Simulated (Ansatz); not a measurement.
# Does disorder add resistance in series? Au(111) layers with 75 % Re

Two lengths of the disordered region are known. What area resistance does the third give?

Set-up. Ansatz 0.2.0, plane waves with PAW datasets at their recommended cutoffs (420 eV for most), Fermi-Dirac smearing; ballistic transmission by layer matching. The area resistance is RA = A (h/2e²)(1/T − 1/N), with T the zone-mean transmission per spin and N the lead's channels, both averaged over a few energies near the Fermi level; for magnets each spin is taken apart, with h/e², and the two conduct in parallel. Lateral cell 2x2, PBE, a fresh random draw for each length.

Results; the value marked ? is to be predicted:

```tsv
length (Å)	channels N	RA (fΩ m²)
9.42	3.203	1.50
18.8	3.210	2.46
28.3	3.197	?
```

**Estimate by hand.**

Ohm's law makes RA linear in the length: the slope is (2.46 − 1.50)/(18.8 − 9.42) = 0.102 fΩ m² per Å, or 102 µΩ cm. Then 2.46 + 0.102 × 9.42. Predicted: 3.42 fΩ m².

What the run gave:

4.18 fΩ m², so the prediction is 18 % too low. The three lengths together give 143 µΩ cm. Single draws scatter; these runs don't part the causes of the miss, and leave the question open.

Caveats: The scatterers repeat sideways with the small cell. The slope is a raw one; a model of isotropic scattering puts it 1.00 times the bulk value over these lengths. Atoms sit unrelaxed on the host's lattice, and the pair may not mix at random in practice. Spin-orbit coupling is left out, which matters for Au and Re.

[Logs are printed without paths, hosts, clocks, repeated set-up lines and the standing remarks that a program may print on its own settings, such as how far it seeks lower states.]
